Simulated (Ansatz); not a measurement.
## BaTiO3: band structure with r2SCAN

The system is BaTiO3.

```
Ba Ti O
1.0
     4.00730    0.00000    0.00000
     0.00000    4.00730    0.00000
     0.00000    0.00000    8.01460
Ba Ti O
2 2 6
Cartesian
  2.3139 2.3844 1.9229
  2.0570 1.8276 6.1203
  0.1419 4.0001 0.1061
  3.8069 3.8918 4.1558
  2.2804 3.7093 7.8525
  1.7205 3.8733 4.0115
  3.8827 2.3866 7.8876
  3.8235 1.8548 4.1970
  3.8544 0.0411 1.7952
  0.1626 0.0749 6.0314
```

* Program: Ansatz 0.2.0
* Task: band structure
* Functional: r2SCAN
* Potentials or basis: Ansatz PAW
* Cutoff: 500 eV (not typed: the program's choice for these potentials)
* k mesh: 7 × 7 × 4
* Occupations: fermi-dirac, width 0.05 eV
* Spin: no spin polarisation
* Path: [["G", "X", "M", "G", "Z", "R", "A", "Z"], ["X", "R"], ["M", "A"]]
* Points for each segment of the path: 10

| Item | Value |
| --- | --- |
| Pressure | 15.6 GPa |
| Largest force | 7.979 eV/Å |
| Band gap on the k mesh | 1.77 eV, direct |
| Band gap along the path | 1.77 eV, direct |

Forces on the atoms (eV/Å):
```
Ba  -2.964 -3.521  0.907
Ba  -0.738  0.631 -0.746
Ti   1.131  2.347 -4.534
Ti   2.274  1.032  2.597
O   -4.534  4.240  0.415
O    1.573 -0.014 -0.598
O    3.220 -7.268  0.686
O   -0.372  1.018 -1.462
O    1.754  1.916  4.493
O   -1.344 -0.381 -1.759
```

Stress tensor (GPa, compression positive):
```
11.72  1.17 -3.68
 1.17 17.33 -1.21
-3.68 -1.21 17.71
```

Levels at the corners of the path, in eV from the valence-band top:
```csv
point,band 38,band 39,band 40,band 41,band 42,band 43
Γ,-0.98,-0.67,0.00,1.77,2.04,2.12
X,-1.04,-0.59,-0.42,2.26,3.31,3.36
M,-0.42,-0.34,-0.01,3.25,3.40,3.80
Γ,-0.98,-0.67,0.00,1.77,2.04,2.12
Z,-1.08,-0.85,-0.02,1.78,2.21,2.35
R,-1.13,-0.67,-0.37,2.45,3.29,3.35
A,-0.58,-0.35,-0.01,3.31,3.46,3.88
Z,-1.08,-0.85,-0.02,1.78,2.21,2.35
X,-1.04,-0.59,-0.42,2.26,3.31,3.36
R,-1.13,-0.67,-0.37,2.45,3.29,3.35
M,-0.42,-0.34,-0.01,3.25,3.40,3.80
A,-0.58,-0.35,-0.01,3.31,3.46,3.88
```

It took 85 s on 4 threads of Intel(R) Xeon(R) Platinum 8259CL CPU @ 2.50GHz (Skylake/Cascade Lake) (shared host), peak memory 1.4 GiB.

Caveat: so large a pressure means that the cell lies far from this level's equilibrium, or that cutoff or potentials fall short; spin-orbit coupling is left out, which moves the levels of the heavy elements; the PAW data sets come from PBE, with cores solved anew for the run's functional, which leaves a small shift of forces and pressure; forces of over 1 eV/Å show positions far from the minimum, so gaps and moduli don't describe the material at rest. r2SCAN opens gaps a little over a GGA but as a rule still falls short of measured ones.
